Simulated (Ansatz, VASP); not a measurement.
**KBr in VASP and in Ansatz**

```
K Br
1.0
     0.00000    3.35045    3.35045
     3.35045    0.00000    3.35045
     3.35045    3.35045    0.00000
K Br
1 1
Direct
  0.00000 0.00000 0.00000
  0.50000 0.50000 0.50000
```

Alike in both runs: task relaxation of cell and atoms; functional PBEsol; k mesh 6 × 6 × 6; occupations gaussian, width 0.02 eV; no spin polarisation.

|  | VASP | Ansatz |
| --- | --- | --- |
| version | VASP 6.6.1 | Ansatz 0.2.0 |
| potentials or method | VASP PAW PBE potentials, release 64 (K_sv, Br) | scalar-relativistic, plane waves, PAW |
| plane-wave cutoff (eV) | 600 | 420 |
| valence electrons in the cell | 16 | 16 |

Ansatz gave:

- gap on the k mesh at the Fermi level, each at its own relaxed structure (eV): 4.34
- relaxed volume (Å³/atom): 35.15
- relaxed cell length with the largest relative difference (Å): 4.633
- energy change over the relaxation (meV/atom): -7

Problem. Estimate VASP's values.

Solution. gap on the k mesh at the Fermi level, each at its own relaxed structure (eV): 4.33; relaxed volume (Å³/atom): 35.26; relaxed cell length with the largest relative difference (Å): 4.637; energy change over the relaxation (meV/atom): -7.

Caveats: the PAW data sets were made with another functional, which shifts forces and pressure a little (VASP).
